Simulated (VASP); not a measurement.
# MgO (P6_3/mmc) in VASP: single point with r2SCAN

Aim: the single point of MgO with r2SCAN.

All numbers are computed with VASP 6.6.1; they aren't measurements. Logs are shortened: lines on timing, memory, paths and dates and some standing lists are left out, and cuts for length are marked.

## Step 1: The structure

The structure is hexagonal, space group P6_3/mmc (No. 194). Conventional cell: a = 3.486 Å, b = 3.486 Å, c = 4.178 Å, α = 90.00°, β = 90.00°, γ = 120.00°. Mg (site symmetry -6m2) is surrounded by 5 O at 2.01 to 2.09 Å. O (site symmetry -6m2) has 5 Mg at 2.01 to 2.09 Å as nearest neighbours.

Measurements of this composition are mostly on another form, of space group No. 225.

## Step 2: Single point, r2SCAN

POSCAR

```
MgO
1.0
    3.4863780000      0.0000000000      0.0000000000
   -1.7431890000      3.0192920000      0.0000000000
    0.0000000000      0.0000000000      4.1780410000
Mg O
2 2
Direct
    0.6666666667      0.3333333333      0.7500000000
    0.3333333333      0.6666666667      0.2500000000
    0.6666666667      0.3333333333      0.2500000000
    0.3333333333      0.6666666667      0.7500000000
```

INCAR.step1

```
PREC = Accurate ; ENCUT = 520
ISMEAR = 0 ; SIGMA = 0.01
LREAL = F ; LASPH = T
NELM = 100 ; NBANDS = 16
GGA = PE ; ALGO = Normal
EDIFF = 1E-4 ; LWAVE = T
LCHARG = F
```

INCAR.step2

```
PREC = Accurate ; ENCUT = 520
EDIFF = 1E-6 ; ISMEAR = 0
SIGMA = 0.01 ; LREAL = F
LASPH = T ; NELM = 100
ALGO = Normal ; ISIF = 2
LWAVE = F ; LCHARG = F
METAGGA = R2SCAN ; LMIXTAU = T
NBANDS = 16 ; ISTART = 1
```

KPOINTS

```
regular mesh
0
Gamma
  6 6 4
```

Potentials or basis: VASP PAW PBE potentials, release 64 (Mg, O).

The run is started by

```
$ cat potpaw_PBE.64/Mg/POTCAR potpaw_PBE.64/O/POTCAR > POTCAR
$ cp INCAR.step1 INCAR
$ mpirun -np 1 vasp_std > vasp.out
$ cp INCAR.step2 INCAR
$ mpirun -np 1 vasp_std > vasp.out
```

OUTCAR:

```text
PREC = Accurate
   ENCUT = 520
   EDIFF = 1E-6
   ISMEAR = 0
   LREAL = F
   LASPH = T
   NELM = 100
   ISIF = 2
   METAGGA = R2SCAN
   ISTART = 1

 ion  position               nearest neighbor table
   1  0.667  0.333  0.750-   4 2.01   4 2.01   4 2.01   3 2.09   3 2.09   2 2.90   2 2.90   2 2.90
                             2 2.90   2 2.90   2 2.90
   2  0.333  0.667  0.250-   3 2.01   3 2.01   3 2.01   4 2.09   4 2.09   1 2.90   1 2.90   1 2.90
                             1 2.90   1 2.90   1 2.90
   3  0.667  0.333  0.250-   2 2.01   2 2.01   2 2.01   1 2.09   1 2.09
   4  0.333  0.667  0.750-   1 2.01   1 2.01   1 2.01   2 2.09   2 2.09

  LATTYP: Found a hexagonal cell.
 ALAT       =     3.4863780000
 C/A-ratio  =     1.1983901344

  Lattice vectors:

 A1 = (   3.4863780000,   0.0000000000,   0.0000000000)
 A2 = (  -1.7431890000,   3.0192920000,   0.0000000000)
 A3 = (   0.0000000000,   0.0000000000,   4.1780410000)

Analysis of symmetry for initial positions (statically):
=====================================================================
 Subroutine PRICEL returns:
 Original cell was already a primitive cell.

 Routine SETGRP: Setting up the symmetry group for a
 hexagonal supercell.

 Subroutine GETGRP returns: Found 24 space group operations
 (whereof 12 operations were pure point group operations)
 out of a pool of 24 trial point group operations.

The static configuration has the point symmetry D_3d.
 The point group associated with its full space group is D_6h.

Analysis of symmetry for dynamics (positions and initial velocities):
=====================================================================
 Subroutine PRICEL returns:
 Original cell was already a primitive cell.

 Routine SETGRP: Setting up the symmetry group for a
 hexagonal supercell.

 Subroutine GETGRP returns: Found 24 space group operations
 (whereof 12 operations were pure point group operations)
 out of a pool of 24 trial point group operations.

The dynamic configuration has the point symmetry D_3d.
 The point group associated with its full space group is D_6h.

 Subroutine INISYM returns: Found 24 space group operations
 (whereof 12 operations are pure point group operations),
 and found     1 'primitive' translations

----------------------------------------------------------------------------------------

                                     Primitive cell

  volume of cell :      43.9797

  direct lattice vectors                    reciprocal lattice vectors
     3.486378000  0.000000000  0.000000000     0.286830631  0.165601737  0.000000000
    -1.743189000  3.019292000  0.000000000     0.000000000  0.331203474  0.000000000
     0.000000000  0.000000000  4.178041000     0.000000000  0.000000000  0.239346622

  length of vectors
     3.486378000  3.486378073  4.178041000     0.331203481  0.331203474  0.239346622

  position of ions in fractional coordinates (direct lattice)
     0.666666667  0.333333333  0.750000000
     0.333333333  0.666666667  0.250000000
     0.666666667  0.333333333  0.250000000
     0.333333333  0.666666667  0.750000000

  ion indices of the primitive-cell ions
   primitive index   ion index
                 1           1
                 2           2
                 3           3
                 4           4

----------------------------------------------------------------------------------------

 KPOINTS: regular mesh

Automatic generation of k-mesh.
 Grid dimensions read from file:
 generate k-points for:    6    6    4

 Generating k-lattice:

  Cartesian coordinates                     Fractional coordinates (reciprocal lattice)
     0.047805105  0.027600290  0.000000000     0.166666667 -0.000000000  0.000000000
     0.000000000  0.055200579  0.000000000     0.000000000  0.166666667  0.000000000
     0.000000000  0.000000000  0.059836656     0.000000000  0.000000000  0.250000000

  Length of vectors
     0.055200580  0.055200579  0.059836656

  Shift w.r.t. Gamma in fractional coordinates (k-lattice)
     0.000000000  0.000000000  0.000000000

 Subroutine IBZKPT returns following result:
 ===========================================

 Found     21 irreducible k-points:

 Following reciprocal coordinates:
            Coordinates               Weight
  0.000000  0.000000  0.000000      1.000000
  0.166667  0.000000  0.000000      6.000000
  0.333333  0.000000  0.000000      6.000000
  0.500000  0.000000  0.000000      3.000000
  0.166667  0.166667  0.000000      6.000000
  0.333333  0.166667  0.000000     12.000000
[... 13 lines left out ...]
  0.333333  0.166667  0.500000     12.000000
  0.333333  0.333333  0.500000      2.000000
   k-points           NKPTS =     21   k-points in BZ     NKDIM =     21   number of bands    NBANDS=     16
   number of dos      NEDOS =    301   number of ions     NIONS =      4
   total plane-waves  NPLWV =  25088
   dimension x,y,z NGX =    28 NGY =   28 NGZ =   32
   dimension x,y,z NGXF=    56 NGYF=   56 NGZF=   64
   ions per type =               2   2
   NGX,Y,Z   is equivalent  to a cutoff of  13.35, 13.35, 12.73 a.u.
   NGXF,Y,Z  is equivalent  to a cutoff of  26.70, 26.70, 25.47 a.u.
 SYSTEM =  unknown system
   PREC   = accura    normal or accurate (medium, high low for compatibility)
   ISTART =      1    job   : 0-new  1-cont  2-samecut
   ICHARG =      0    charge: 1-file 2-atom 10-const
   ISPIN  =      1    spin polarized calculation?
   LNONCOLLINEAR =      F non collinear calculations
   LSORBIT =      F    spin-orbit coupling
   LASPH  =      T    aspherical Exc in radial PAW
   ENCUT  =  520.0 eV  38.22 Ry    6.18 a.u.   6.48  6.48  7.77*2*pi/ulx,y,z
   NELM   =    100;   NELMIN=  2; NELMDL=  0     # of ELM steps
   EDIFF  = 0.1E-05   stopping-criterion for ELM
   LREAL  =      F    real-space projection
   EDIFFG = 0.1E-04   stopping-criterion for IOM
   NSW    =      0    number of steps for IOM
   IBRION =     -1    ionic relax: 0-MD 1-quasi-New 2-CG
   NFREE  =      0    steps in history (QN), initial steepest desc. (CG)
   ISIF   =      2    stress and relaxation
   ISYM   =      2    0-nonsym 1-usesym 2-fastsym
   POTIM  = 0.5000    time-step for ionic-motion
   TEBEG  =    0.0;   TEEND  =   0.0 temperature during run
   PSTRESS=    0.0 pullay stress
   NELECT =      16.0000    total number of electrons
   NUPDOWN=      -1.0000    fix difference up-down
   EMIN   =  10.00;   EMAX   =-10.00  energy-range for DOS
   EFERMI =   0.00;   METHOD = LEGACY
   ISMEAR =     0;   SIGMA  =   0.01  broadening in eV -4-tet -1-fermi 0-gaus
   EFERMI_NEDOS =   21; number of points for ismear=-14 and -15
   IALGO  =     38    algorithm
   IMIX   =      4    mixing-type and parameters
     AMIX     =   0.40;   BMIX     =  1.00
     AMIX_MAG =   1.60;   BMIX_MAG =  1.00
  volume/ion in A,a.u.               =      10.99        74.20
  Fermi-wavevector in a.u.,A,eV,Ry     =   1.168685  2.208494 18.583166  1.365824
  Thomas-Fermi vector in A             =   2.305168
   LORBIT       =      0    0 simple, 1 ext, 2 COOP (PROOUT), +10 PAW based schemes
   METAGGA = R2SCAN    functional components
   LHFCALC =     F    Hartree Fock is set to
   AEXX    =    0.0000 exact exchange contribution
   IVDW    =     0    specifies the selected vdW correction
   LEPSILON=     F    determine dielectric tensor
   LRPA    =     F    only Hartree local field effects (RPA)
 non-spin polarized calculation
 Gauss-broadening in eV      SIGMA  =   0.01
  energy-cutoff  :      520.00
  volume of cell :       43.98
 maximum number of plane-waves:      1204
 NGX is ok and might be reduce to    28
   NGX = 13   NGY = 13   NGZ = 15

 number of electron      15.9999999 magnetization

 Free energy of the ion-electron system (eV)
  ---------------------------------------------------
  ext. energy  EPLUGINS =         0.00000000
  ---------------------------------------------------
  free energy    TOTEN  =       -32.06985800 eV

  energy without entropy =      -32.06985800  energy(sigma->0) =      -32.06985800

 E-fermi :   1.7210     XC(G=0): -10.5623

 val. band max:        1.5943051525   @ k =   0.0000   0.0000   0.0000
 cond. band min:       5.6786351940   @ k =   0.0000   0.0000   0.0000
 fundamental gap:      4.0843300415
 Fermi energy:         1.7210492900

 k-point     1 :       0.0000    0.0000    0.0000
  band No.  band energies     occupation
      1     -16.2969      2.00000
      2     -14.9286      2.00000
      3      -2.0802      2.00000
      4      -0.1735      2.00000
      5      -0.1735      2.00000
      6       0.7636      2.00000
[... 8 lines left out ...]
     15      18.3049      0.00000
     16      18.4078      0.00000

 k-point     2 :       0.1667    0.0000    0.0000
  band No.  band energies     occupation
      1     -16.1673      2.00000
      2     -14.9547      2.00000
      3      -1.8645      2.00000
      4      -0.6076      2.00000
      5      -0.3682      2.00000
      6       0.2620      2.00000
[... 8 lines left out ...]
     15      17.3282      0.00000
     16      17.5017      0.00000

 k-point     3 :       0.3333    0.0000    0.0000
  band No.  band energies     occupation
      1     -15.8518      2.00000
      2     -15.0581      2.00000
      3      -1.5472      2.00000
      4      -1.2920      2.00000
      5      -0.6637      2.00000
      6      -0.2058      2.00000
[... 8 lines left out ...]
     15      16.7362      0.00000
     16      17.4122      0.00000
[... 305 lines left out ...]
 k-point    20 :       0.3333    0.1667    0.5000
  band No.  band energies     occupation
      1     -15.3414      2.00000
      2     -15.3414      2.00000
      3      -2.1221      2.00000
      4      -2.1221      2.00000
      5      -0.4278      2.00000
      6      -0.4278      2.00000
[... 8 lines left out ...]
     15      18.7733      0.00000
     16      18.7733      0.00000

 k-point    21 :       0.3333    0.3333    0.5000
  band No.  band energies     occupation
      1     -15.3070      2.00000
      2     -15.3070      2.00000
      3      -2.0096      2.00000
      4      -2.0096      2.00000
      5      -0.9026      2.00000
      6      -0.9026      2.00000
[... 8 lines left out ...]
     15      20.2075      0.00000
     16      20.2075      0.00000

------------------------ aborting loop because EDIFF is reached ----------------------------------------

  FORCE on cell =-STRESS in cart. coord.  units (eV):
  Direction    XX          YY          ZZ          XY          YZ          ZX
  --------------------------------------------------------------------------------------
  -------------------------------------------------------------------------------------
  Total       -0.2046050     -0.2046050     -0.1616507     -0.0000000      0.0000000      0.0000000
  in kB       -7.4537437     -7.4537441     -5.8889248     -0.0000000      0.0000000      0.0000000
  external PRESSURE =      -6.9321375 kB  Pullay stress =       0.0000000 kB

 VOLUME and BASIS-vectors are now :
 -----------------------------------------------------------------------------
  energy-cutoff  :      520.00
  volume of cell :       43.98
      direct lattice vectors                 reciprocal lattice vectors
     3.486378000  0.000000000  0.000000000     0.286830631  0.165601737  0.000000000
    -1.743189000  3.019292000  0.000000000     0.000000000  0.331203474  0.000000000
     0.000000000  0.000000000  4.178041000     0.000000000  0.000000000  0.239346622

 POSITION                                       TOTAL-FORCE (eV/Angst)
 -----------------------------------------------------------------------------------
      1.74319      1.00643      3.13353         0.000000      0.000000      0.000000
     -0.00000      2.01286      1.04451        -0.000000     -0.000000      0.000000
      1.74319      1.00643      1.04451         0.000000     -0.000000      0.000000
     -0.00000      2.01286      3.13353         0.000000     -0.000000      0.000000
 -----------------------------------------------------------------------------------
    total drift:                                0.000000     -0.000000      0.000000

  FREE ENERGIE OF THE ION-ELECTRON SYSTEM (eV)
  ---------------------------------------------------
  free  energy   TOTEN  =       -32.0698579964 eV

  energy  without entropy=      -32.0698579964  energy(sigma->0) =      -32.06985800
```

Wall time 38 s (1 thread of AMD EPYC 9R45 (Zen 5), shared host); peak memory 0.14 GiB.

Results:

```
Free energy            : -32.0699 eV
Pressure               : -0.7 GPa
Band gap on the k mesh : 4.08 eV, direct
```

Caveat: the PAW data sets were made with another functional, which shifts forces and pressure a little.
